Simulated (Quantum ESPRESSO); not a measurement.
Runs of Quantum ESPRESSO 7.5 on BP. It takes space group F-43m (No. 216, cubic). Conventional cell: a = 4.538 Å, b = 4.538 Å, c = 4.538 Å, α = 90.00°, β = 90.00°, γ = 90.00°. Around P (site symmetry -43m) lie 4 B at 1.97 Å. B (site symmetry -43m) is surrounded by 4 P at 1.97 Å. 

```csv
level,potentials or basis,k mesh,cutoff (eV),k mesh of the self-consistent run,form of the LDA,mesh quality,gap on the mesh (eV)
PBEsol,PseudoDojo 0.4.1 SR PBEsol standard,6 × 6 × 6,1034,10 × 10 × 10,-,not flagged,(a)
PBE,SPMS 1.0 PBE,6 × 6 × 6,952,10 × 10 × 10,-,not flagged,1.35
LDA,PseudoDojo 0.4.1 SR LDA standard,4 × 4 × 4,884,10 × 10 × 10,PW92,coarse,1.32
LDA,PseudoDojo 0.4.1 SR LDA standard,4 × 4 × 4,1034,-,PW92,coarse,1.29
PBE,PseudoDojo 0.4.1 SR PBE standard,6 × 6 × 6,1034,10 × 10 × 10,-,not flagged,1.35
PBE,PseudoDojo 0.4.1 SR PBE standard,16 × 16 × 16,1034,16 × 16 × 16,-,not flagged,1.26
LDA,PseudoDojo 0.4.1 SR LDA standard,4 × 4 × 4,1034,10 × 10 × 10,PW92,coarse,1.32
PBE,PseudoDojo 0.4.1 SR PBE standard,4 × 4 × 4,1034,-,-,coarse,(b)
PBEsol,PseudoDojo 0.4.1 SR PBEsol standard,18 × 18 × 18,1034,18 × 18 × 18,-,not flagged,1.15
PBEsol,PseudoDojo 0.4.1 SR PBEsol standard,8 × 8 × 8,1034,10 × 10 × 10,-,not flagged,1.17
PBE,PseudoDojo 0.4.1 SR PBE standard,4 × 4 × 4,1034,10 × 10 × 10,-,coarse,1.35
```

Alike in all rows: task single point; no spin polarisation; cell as given; smearing fixed.

Question: Estimate the missing entries.

Answer: (a) 1.23; (b) 1.33.

Caveats: some runs use coarse meshes.

A k mesh can miss the band edges.

Not every run made on this cell is shown here.
